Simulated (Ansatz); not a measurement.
# The perfect armchair MoS2 nanoribbon (N = 9, bare edges), part 2 of 3

Aim: is the armchair MoS2 nanoribbon (N = 9, bare edges) a metal or a semiconductor?

Ansatz 0.2.0; DFT PBE, plane waves, PAW; relaxation of a wire's period (the session's first sound run).

So far. Step 2 (Relaxing the period): The cell's length comes to 5.477 Å with no moment.

## 3. Bands of the perfect wire

This step: DFT PBE, plane waves, PAW; bands of a perfect wire (Ansatz 0.2.0).

At the relaxed period the bands are computed along the axis; those that cross an energy going forward count the channels that a perfect wire would open there.

input.yaml reads:

```yaml
crystal:
  lattice:
    - [19.72, 0.0, 0.0]
    - [0.0, 10.12, 0.0]
    - [0.0, 0.0, 5.4768506027]
  atoms:
    - { symbol: Mo, position: [0.185967825, 0.5, 0.021887142] }
    - { symbol: Mo, position: [0.338209799, 0.5, 0.994335355] }
    - { symbol: Mo, position: [0.5, 0.5, 0.001139288] }
    - { symbol: Mo, position: [0.661790201, 0.5, 0.994335355] }
    - { symbol: Mo, position: [0.814032175, 0.5, 0.021887142] }
    - { symbol: S, position: [0.172892734, 0.653656591, 0.324247873] }
    - { symbol: S, position: [0.172892734, 0.346343409, 0.324247873] }
    - { symbol: S, position: [0.336626966, 0.651564004, 0.334375284] }
    - { symbol: S, position: [0.336626966, 0.348435996, 0.334375284] }
    - { symbol: S, position: [0.5, 0.655307627, 0.333937074] }
    - { symbol: S, position: [0.5, 0.344692373, 0.333937074] }
    - { symbol: S, position: [0.663373034, 0.651564004, 0.334375284] }
    - { symbol: S, position: [0.663373034, 0.348435996, 0.334375284] }
    - { symbol: S, position: [0.827107266, 0.653656591, 0.324247873] }
    - { symbol: S, position: [0.827107266, 0.346343409, 0.324247873] }
    - { symbol: Mo, position: [0.253439167, 0.5, 0.50839003] }
    - { symbol: Mo, position: [0.419407324, 0.5, 0.499564737] }
    - { symbol: Mo, position: [0.580592676, 0.5, 0.499564737] }
    - { symbol: Mo, position: [0.746560833, 0.5, 0.50839003] }
    - { symbol: S, position: [0.258342149, 0.657922582, 0.828684636] }
    - { symbol: S, position: [0.258342149, 0.342077418, 0.828684636] }
    - { symbol: S, position: [0.419459022, 0.65466453, 0.833350214] }
    - { symbol: S, position: [0.419459022, 0.34533547, 0.833350214] }
    - { symbol: S, position: [0.580540978, 0.65466453, 0.833350214] }
    - { symbol: S, position: [0.580540978, 0.34533547, 0.833350214] }
    - { symbol: S, position: [0.741657851, 0.657922582, 0.828684636] }
    - { symbol: S, position: [0.741657851, 0.342077418, 0.828684636] }
kpoints:
  mp_grid: { grid: [1, 1, 15] }
  band_path: { path: ["Γ", Z], npoints: 90 }
scf:
  occupations: { method: fermi_dirac, width: 0.05 }
hamiltonian:
  xc: pbe
output:
  dos: { e_range: [-5, 4] }
  write_potential: true
  write_density: true
  volumetric_format: npy
```

Command:

```sh
> ansatz run input.yaml --threads 4 --pin off --max-ram 16384MiB --backend cpu --events-out ev --progress --plain --runs-dir out
```

Numbers of over 12 decimals in the logs are rounded to 6 here.

Output:

```text
[...]
Crystal: 27 atoms, lattice volume = 1092.995 Å³
Basis set: ecut = 420 eV, 21267 PW (Γ)
Bands: 144, of which v1, the nominal top of the filled ones, is band 117 counted from 1 (116 counted from 0)
Symmetry: 4 space group operations
[...]
k-points: 8 of 15 (time reversal used)
[...]
SCF iter   1: F=—  HF=-60857.538982 eV  |F-HF|=—  |Δ(HF+E_count)|=         —  Δρ=8.33e-3  dr2=9.51e-1  ethr=1.77e-3  ⟨swp⟩=8.2  Hψ=5073  notcnv=0  defer=33
[...]
SCF iter  13: F=-60857.462253 eV  HF=-60857.462253 eV  |F-HF|=7.34e-8  |Δ(HF+E_count)|=   4.07e-8  Δρ=1.32e-6  dr2=8.51e-8  ethr=4.27e-11  ⟨swp⟩=8.8  Hψ=4208  notcnv=0
SCF 1 converged in 13 iterations: F = -60857.462253 eV  dr2 = 8.51e-8
[...]
NSCF: frozen V_eff on 91 k-points
WARN: The output density's exchange-correlation potential varies sharply where the density is thin. Do not read a vacuum level from v_tot or v_xc, or from such a field of the output density. On a cell that repeats whose density bears no net charge and no dipole along the vacuum's axis use v_es (v_loc + v_h of the components); under efield.dipole_correction with no amplitude use v_es + v_field, which holds any externa [...]
SCF converged after 13 iterations
Free energy (F): -60857.462253 eV
[...]
Internal energy: -60857.457299 eV  (E = F + TS)
E sigma→0 (E₀):  -60857.459776 eV
Entropy (-TS):   -0.004953 eV (-0.183 meV/atom)
Fermi energy:    1.833836 eV
[...]
--- Band table (eV; the first three rows and the last of 8) ---
  k-point 0: bands = [... 113 lower, 1.2597, 1.2655, 1.5091, 1.6139, 2.1034, 2.1567, 2.1648, 2.1652, ... 23 higher]
  k-point 1: bands = [... 113 lower, 1.2593, 1.2721, 1.5006, 1.5993, 2.1224, 2.1625, 2.1652, 2.1745, ... 23 higher]
  k-point 2: bands = [... 113 lower, 1.2628, 1.2893, 1.4767, 1.5582, 2.1567, 2.1660, 2.1807, 2.2291, ... 23 higher]
  k-point 7: bands = [... 113 lower, 1.3106, 1.3331, 1.4169, 1.4217, 2.1818, 2.2074, 2.6128, 2.6486, ... 23 higher]
```

The job ended after 4.1 min (4 threads of Intel Xeon Platinum 8259CL at 2.50GHz (Skylake/Cascade Lake), shared host; peak memory 8.3 GiB).

The column dr2 measures how far the density is from self-consistency, as an energy; F and HF (Harris–Foulkes) agree once it is small.

Numbers from this step:

```yaml
energy_at_zero_smearing: -60857.4598 eV
band_gap: 0.4895 eV
```

Electronic bands along the path, in eV, zero at the Fermi level; v1 is the highest filled band, c1 the lowest empty one:

| point | v4 | v3 | v2 | v1 | c1 | c2 | c3 | c4 |
| --- | --- | --- | --- | --- | --- | --- | --- | --- |
| Γ | -0.57 | -0.57 | -0.32 | -0.22 | 0.27 | 0.32 | 0.33 | 0.33 |
| halfway | -0.55 | -0.51 | -0.41 | -0.37 | 0.33 | 0.34 | 0.52 | 0.55 |
| Z | -0.52 | -0.50 | -0.42 | -0.41 | 0.35 | 0.38 | 0.79 | 0.83 |

The gap is 0.490 eV, with spin left out.

The path shows a direct gap of 0.49 eV (valence top at Γ, conduction bottom at Γ).

## 4. Strain along the wire, period over the relaxed period 0.96, k-mesh 1×1×12

This step: DFT PBE, plane waves, PAW; relaxation at a fixed period (Ansatz 0.2.0).

The period is set to 0.96 times the relaxed one and the atoms relax within it: strain changes bond lengths and angles, which shifts the bands against each other. Against the first PBE run of this kind, the mesh along the wire has 12 points against 15.

The cell differs from the one that the last finished run ended in (c 5.477 → 5.258 Å).

Changes to input.yaml since step 3:

```diff
@@ -4,5 +4,5 @@
     - [0.0, 10.12, 0.0]
-    - [0.0, 0.0, 5.4768506027]
+    - [0.0, 0.0, 5.2577765786]
   atoms:
-    - { symbol: Mo, position: [0.185967825, 0.5, 0.021887142] }
+    - { symbol: Mo, position: [0.185967825, 0.5, 0.021887142], spin: 0.3 }
     - { symbol: Mo, position: [0.338209799, 0.5, 0.994335355] }
@@ -10,3 +10,3 @@
     - { symbol: Mo, position: [0.661790201, 0.5, 0.994335355] }
-    - { symbol: Mo, position: [0.814032175, 0.5, 0.021887142] }
+    - { symbol: Mo, position: [0.814032175, 0.5, 0.021887142], spin: 0.3 }
     - { symbol: S, position: [0.172892734, 0.653656591, 0.324247873] }
@@ -33,4 +33,6 @@
     - { symbol: S, position: [0.741657851, 0.342077418, 0.828684636] }
+magnetization:
+  spin_polarized: true
 kpoints:
-  mp_grid: { grid: [1, 1, 15] }
+  mp_grid: { grid: [1, 1, 12] }
   band_path: { path: ["Γ", Z], npoints: 90 }
@@ -40,6 +42,6 @@
   xc: pbe
+relax:
+  max_steps: 40
+  f_tol: 0.02
 output:
-  dos: { e_range: [-5, 4] }
-  write_potential: true
-  write_density: true
-  volumetric_format: npy
+  stress: true
```

Output:

```text
Warning: output.stress: scf.convergence.dr2_threshold = 1e-7 eV (the SCF's general default) is looser than the 2.7e-9 eV advised for a printed stress (1e-10 eV for each atom of the cell: 27). What an SCF threshold leaves in a stress goes as its square root, and in the free energy as the threshold itself, and one threshold admits the most on a small cell: [figures from the program's tests cut] Every solve of this run  [...]
[...]
Crystal: 27 atoms, lattice volume = 1049.276 Å³
Basis set: ecut = 420 eV, 20445 PW (Γ), exchange–correlation on 270×144×72 points (8 copies of the dense FFT grid, shifted against one another)
Bands: 145, of which v1, the nominal top of the filled ones, is band 117 counted from 1 (116 counted from 0)
Symmetry: 4 space group operations
[...]
k-points: 7 of 12 (time reversal used)
[...]
Starting moments: Σ|m| = 0.6 μB on 2 of 27 sites
[...]
SCF iter   1: F=—  HF=-60870.630012 eV  |F-HF|=—  |Δ(HF+E_count)|=         —  Δρ=3.03e-2 (↑3.03e-2 ↓2.95e-2)  dr2=5.76e1  dr2_m=1.37e-2  M=0.026 μB ∫|m|=0.476 μB  β_m=0.30  ethr=3.10e-3  ⟨swp⟩=7.1  Hψ=9133  notcnv=0
[...]
SCF iter  16: F=-60856.809706 eV  HF=-60856.809707 eV  |F-HF|=7.81e-8  |Δ(HF+E_count)|=   7.07e-8  Δρ=1.36e-6 (↑1.36e-6 ↓6.68e-7)  dr2=9.31e-8  dr2_m=3.60e-9  M=0.000 μB ∫|m|=0.000 μB  ethr=3.84e-11  ⟨swp⟩=2.0  Hψ=3724  notcnv=0
[...]
SCF 1 converged in 16 iterations: F = -60856.809706 eV  dr2 = 9.31e-8
[...]
relax step   1: F+E_penalty+E_count = -60856.80970649 eV  Δ(F+E_penalty+E_count) = +0.000e0 eV  max|allowed force component| = 1.086e0 eV/Å  Δτ_max = 0.0000 Å  (16 SCF iters, dr2 threshold 1.00e-5 eV, accepted)
[...]
SCF iter  12: F=-60857.007603 eV  HF=-60857.007606 eV  |F-HF|=3.57e-6  |Δ(HF+E_count)|=   7.88e-6  Δρ=5.49e-6 (↑5.19e-6 ↓5.49e-6)  dr2=4.07e-6  dr2_m=1.02e-9  M=-0.000 μB ∫|m|=0.000 μB  ethr=3.22e-9  ⟨swp⟩=1.1  Hψ=5038  notcnv=0
[...]
SCF 2 converged in 12 iterations: F = -60857.007603 eV  dr2 = 4.07e-6
relax step   2: F+E_penalty+E_count = -60857.00760251 eV  Δ(F+E_penalty+E_count) = -1.979e-1 eV  max|allowed force component| = 4.329e-1 eV/Å  Δτ_max = 0.1952 Å  (12 SCF iters, dr2 threshold 7.37e-5 eV, accepted)
SCF iter   1: F=—  HF=-60857.073443 eV  |F-HF|=—  |Δ(HF+E_count)|=         —  Δρ=2.30e-3 (↑2.30e-3 ↓2.28e-3)  dr2=1.72e-1  dr2_m=1.23e-3  M=-0.000 μB ∫|m|=0.017 μB  β_m=0.30  ethr=1.24e-3  ⟨swp⟩=4.0  Hψ=4168  notcnv=0  defer=226
[...]
SCF iter  12: F=-60857.050851 eV  HF=-60857.050853 eV  |F-HF|=1.06e-6  |Δ(HF+E_count)|=   1.04e-6  Δρ=3.10e-6 (↑2.83e-6 ↓3.10e-6)  dr2=1.15e-6  dr2_m=2.70e-10  M=-0.000 μB ∫|m|=0.000 μB  ethr=1.51e-10  ⟨swp⟩=1.0  Hψ=5809  notcnv=0
[...]
SCF 3 converged in 12 iterations: F = -60857.050851 eV  dr2 = 1.15e-6
relax step   3: F+E_penalty+E_count = -60857.05085146 eV  Δ(F+E_penalty+E_count) = -4.325e-2 eV  max|allowed force component| = 1.906e-1 eV/Å  Δτ_max = 0.0852 Å  (12 SCF iters, dr2 threshold 1.17e-5 eV, accepted)
[...]
relax step   4: F+E_penalty+E_count = -60857.05468820 eV  Δ(F+E_penalty+E_count) = -3.837e-3 eV  max|allowed force component| = 1.084e-1 eV/Å  Δτ_max = 0.0060 Å  (6 SCF iters, dr2 threshold 5.77e-6 eV, accepted)
[...]
relax step   5: F+E_penalty+E_count = -60857.05542430 eV  Δ(F+E_penalty+E_count) = -7.361e-4 eV  max|allowed force component| = 4.868e-2 eV/Å  Δτ_max = 0.0127 Å  (7 SCF iters, dr2 threshold 2.28e-6 eV, accepted)
[...]
relax step   6: F+E_penalty+E_count = -60857.05646938 eV  Δ(F+E_penalty+E_count) = -1.045e-3 eV  max|allowed force component| = 5.087e-3 eV/Å  Δτ_max = 0.0064 Å  (9 SCF iters, dr2 threshold 4.78e-7 eV, accepted)
[...]
SCF iter   4: F=-60857.056470 eV  HF=-60857.056470 eV  |F-HF|=6.95e-9  |Δ(HF+E_count)|=   1.08e-8  Δρ=2.47e-7 (↑2.47e-7 ↓2.47e-7)  dr2=7.77e-9  dr2_m=1.61e-14  M=0.000 μB ∫|m|=0.000 μB  ethr=8.26e-12  ⟨swp⟩=1.1  Hψ=4878  notcnv=0
[...]
SCF 7 converged in 4 iterations: F = -60857.056470 eV  dr2 = 7.77e-9
relax step   7: F+E_penalty+E_count = -60857.05646972 eV  Δ(F+E_penalty+E_count) = -3.388e-7 eV  max|allowed force component| = 5.070e-3 eV/Å  Δτ_max = 0.0000 Å  (4 SCF iters, accepted)
[...]
the band table was solved once a step of the walk had ended and its energy, with any forces and stress, was formed, with the checks that follow a solve (9714 applications of the Hamiltonian). They found nothing against the state; the energy, forces and stress were not computed again (output.eigenvalues in the input reference)
[...]
SCF converged after 4 iterations
Magnetization: 0.0000 μB (117.0000 up, 117.0000 down)
Absolute magnetization: 0.0000 μB (∫|ρ↑−ρ↓|, with the PAW one-centre terms)
[...]
Per-site moments (μB) at R_I (Å): [(5.7891090121513415e-8, 0.947727), (2.7475983351714234e-8, 0.981589), (2.912800829820866e-9, 0.980070), (2.747598330424709e-8, 0.981589), (5.789109011867325e-8, 0.947727), (-6.265193178244357e-9, 0.947727), (-6.265193257830568e-9, 0.947727), (4.514068555754867e-9, 0.981589), (4.5140685571904894e-9, 0.981589), (-9.546139573844358e-10, 0.980070), (-9.546139162159586e-10, 0.980070), (4 [...]
Free energy (F): -60857.056470 eV
[...]
Internal energy: -60857.051409 eV  (E = F + TS)
E sigma→0 (E₀):  -60857.053939 eV
Entropy (-TS):   -0.005061 eV (-0.187 meV/atom)
Fermi energy:    2.144607 eV
[...]
--- Forces (eV/Å), atoms counted from 1 ---
  atom   1  Mo     0.00272210     0.00000000     0.00013325
  atom   2  Mo     0.00218965     0.00000000    -0.00121922
  atom   3  Mo     0.00000000     0.00000000     0.00506842
  atom   4  Mo    -0.00218965     0.00000000    -0.00121922
  atom   5  Mo    -0.00272210     0.00000000     0.00013325
  atom   6  S     -0.00312133    -0.00064402    -0.00092427
  atom   7  S     -0.00312133     0.00064402    -0.00092427
  atom   8  S      0.00028436     0.00171388    -0.00127390
  atom   9  S      0.00028436    -0.00171388    -0.00127390
  atom  10  S      0.00000000    -0.00042172     0.00039610
  atom  11  S      0.00000000     0.00042172     0.00039610
  atom  12  S     -0.00028436     0.00171388    -0.00127390
  atom  13  S     -0.00028436    -0.00171388    -0.00127390
  atom  14  S      0.00312133    -0.00064402    -0.00092427
  atom  15  S      0.00312133     0.00064402    -0.00092427
  atom  16  Mo     0.00211540     0.00000000     0.00137089
  atom  17  Mo     0.00278570     0.00000000    -0.00223360
  atom  18  Mo    -0.00278570     0.00000000    -0.00223360
  atom  19  Mo    -0.00211540     0.00000000     0.00137089
  atom  20  S      0.00139384    -0.00339034     0.00004637
  atom  21  S      0.00139384     0.00339034     0.00004637
  atom  22  S     -0.00367378     0.00071990     0.00164825
  atom  23  S     -0.00367378    -0.00071990     0.00164825
  atom  24  S      0.00367378     0.00071990     0.00164825
  atom  25  S      0.00367378    -0.00071990     0.00164825
  atom  26  S     -0.00139384    -0.00339034     0.00004637
  atom  27  S     -0.00139384     0.00339034     0.00004637
  max |Σ_I F_I| component: 5.09e-5 eV/Å
--- Stress (GPa, compression-positive) ---
        0.006840       0.000000       0.000000
        0.000000       0.038487       0.000000
        0.000000       0.000000       3.023845
  P = ⅓ Tr σ = 1.0231 GPa (10.231 kbar)
--- Band table (eV; the first three rows and the last of 14) ---
  k-point 0 ↑: bands = [... 113 lower, 1.6773, 1.6804, 1.8609, 1.9452, 2.3662, 2.4222, 2.5167, 2.5226, ... 24 higher]
  k-point 1 ↑: bands = [... 113 lower, 1.6760, 1.6864, 1.8324, 1.9034, 2.4116, 2.4660, 2.5060, 2.5153, ... 24 higher]
  k-point 2 ↑: bands = [... 113 lower, 1.6757, 1.6981, 1.7575, 1.7971, 2.4871, 2.5002, 2.5343, 2.5849, ... 24 higher]
  k-point 6 ↓: bands = [... 113 lower, 1.5405, 1.5521, 1.6235, 1.6615, 2.5148, 2.5633, 2.9268, 2.9633, ... 24 higher]
--- Relaxed structure (7 steps of the walk, 7 accepted, 0 SCFs on fresh bases) ---
  F+E_penalty+E_count = -60857.05646972 eV   max|allowed force component| = 5.070e-3 eV/Å
  atoms:
    - { symbol: Mo, position: [0.180916, 0.500000, 0.00936516] }
    - { symbol: Mo, position: [0.336479, 0.500000, 0.993357] }
    - { symbol: Mo, position: [0.5, 0.500000, -0.00133028] }
    - { symbol: Mo, position: [0.663521, 0.500000, 0.993357] }
    - { symbol: Mo, position: [0.819084, 0.500000, 0.00936516] }
    - { symbol: S, position: [0.167167, 0.653046, 0.327974] }
    - { symbol: S, position: [0.167167, 0.346954, 0.327974] }
    - { symbol: S, position: [0.334850, 0.653488, 0.336171] }
    - { symbol: S, position: [0.334850, 0.346512, 0.336171] }
    - { symbol: S, position: [0.5, 0.656635, 0.335285] }
    - { symbol: S, position: [0.5, 0.343365, 0.335285] }
    - { symbol: S, position: [0.665150, 0.653488, 0.336171] }
    - { symbol: S, position: [0.665150, 0.346512, 0.336171] }
    - { symbol: S, position: [0.832833, 0.653046, 0.327974] }
    - { symbol: S, position: [0.832833, 0.346954, 0.327974] }
    - { symbol: Mo, position: [0.250782, 0.500000, 0.504685] }
    - { symbol: Mo, position: [0.418343, 0.500000, 0.497443] }
    - { symbol: Mo, position: [0.581657, 0.500000, 0.497443] }
    - { symbol: Mo, position: [0.749218, 0.500000, 0.504685] }
    - { symbol: S, position: [0.255649, 0.659071, 0.831217] }
    - { symbol: S, position: [0.255649, 0.340929, 0.831217] }
    - { symbol: S, position: [0.418386, 0.656095, 0.834903] }
    - { symbol: S, position: [0.418386, 0.343905, 0.834903] }
    - { symbol: S, position: [0.581614, 0.656095, 0.834903] }
    - { symbol: S, position: [0.581614, 0.343905, 0.834903] }
    - { symbol: S, position: [0.744351, 0.659071, 0.831217] }
    - { symbol: S, position: [0.744351, 0.340929, 0.831217] }
```

Run time: 13 min. Hardware: 4 threads; peak memory 12 GiB.

The steps of the relaxation:

| step | energy less that of the first step (eV) | largest force component (eV/Å) |
| --- | --- | --- |
| 1 | 0.0000 | 1.0861 |
| 2 | -0.1979 | 0.4329 |
| 3 | -0.2411 | 0.1906 |
| 4 | -0.2450 | 0.1084 |
| 5 | -0.2457 | 0.0487 |
| 6 | -0.2468 | 0.0051 |
| 7 | -0.2468 | 0.0051 |

Forces are held to the 4 operations that the run works with; a distortion that breaks them can't arise in this run.

The atoms that moved most (Å):

| atom | dx | dy | dz | length |
| --- | --- | --- | --- | --- |
| Mo1 | -0.100 | 0.000 | -0.066 | 0.119 |
| Mo5 | 0.100 | 0.000 | -0.066 | 0.119 |
| S6 | -0.113 | -0.006 | 0.020 | 0.115 |
| S7 | -0.113 | 0.006 | 0.020 | 0.115 |
| S14 | 0.113 | -0.006 | 0.020 | 0.115 |
| S15 | 0.113 | 0.006 | 0.020 | 0.115 |
| S26 | 0.053 | 0.012 | 0.013 | 0.056 |
| S27 | 0.053 | -0.012 | 0.013 | 0.056 |

The relaxed structure:

```cif
data_structure
_symmetry_space_group_name_H-M 'P 1'
_symmetry_Int_Tables_number 1
_cell_length_a 19.7200
_cell_length_b 10.1200
_cell_length_c 5.2578
_cell_angle_alpha 90.000
_cell_angle_beta 90.000
_cell_angle_gamma 90.000
_cell_volume 1049.28
loop_
_atom_site_label
_atom_site_type_symbol
_atom_site_fract_x
_atom_site_fract_y
_atom_site_fract_z
_atom_site_occupancy
Mo1 Mo 0.18092 0.50000 0.00937 1
Mo2 Mo 0.33648 0.50000 0.99336 1
Mo3 Mo 0.50000 0.50000 0.99867 1
Mo4 Mo 0.66352 0.50000 0.99336 1
Mo5 Mo 0.81908 0.50000 0.00937 1
S6 S 0.16717 0.65305 0.32797 1
S7 S 0.16717 0.34695 0.32797 1
S8 S 0.33485 0.65349 0.33617 1
S9 S 0.33485 0.34651 0.33617 1
S10 S 0.50000 0.65663 0.33528 1
S11 S 0.50000 0.34337 0.33528 1
S12 S 0.66515 0.65349 0.33617 1
S13 S 0.66515 0.34651 0.33617 1
S14 S 0.83283 0.65305 0.32797 1
S15 S 0.83283 0.34695 0.32797 1
Mo16 Mo 0.25078 0.50000 0.50469 1
Mo17 Mo 0.41834 0.50000 0.49744 1
Mo18 Mo 0.58166 0.50000 0.49744 1
Mo19 Mo 0.74922 0.50000 0.50469 1
S20 S 0.25565 0.65907 0.83122 1
S21 S 0.25565 0.34093 0.83122 1
S22 S 0.41839 0.65610 0.83490 1
S23 S 0.41839 0.34390 0.83490 1
S24 S 0.58161 0.65610 0.83490 1
S25 S 0.58161 0.34390 0.83490 1
S26 S 0.74435 0.65907 0.83122 1
S27 S 0.74435 0.34093 0.83122 1
```

This step gave:

* energy at zero smearing: -60857.0539 eV
* band gap: 0.421 eV

The gap is 0.421 eV, against 0.490 eV under PBE at the relaxed period, with no moment.

[end of part 2 of 3]

[Logs are printed without paths, hosts, clocks, repeated set-up lines and the standing remarks that a program may print on its own settings, such as how far it seeks lower states.]

[Hosts, paths, dates, database ids (printed as entryN), source tags and the programs' standing remarks are cut or masked in the printed files.]
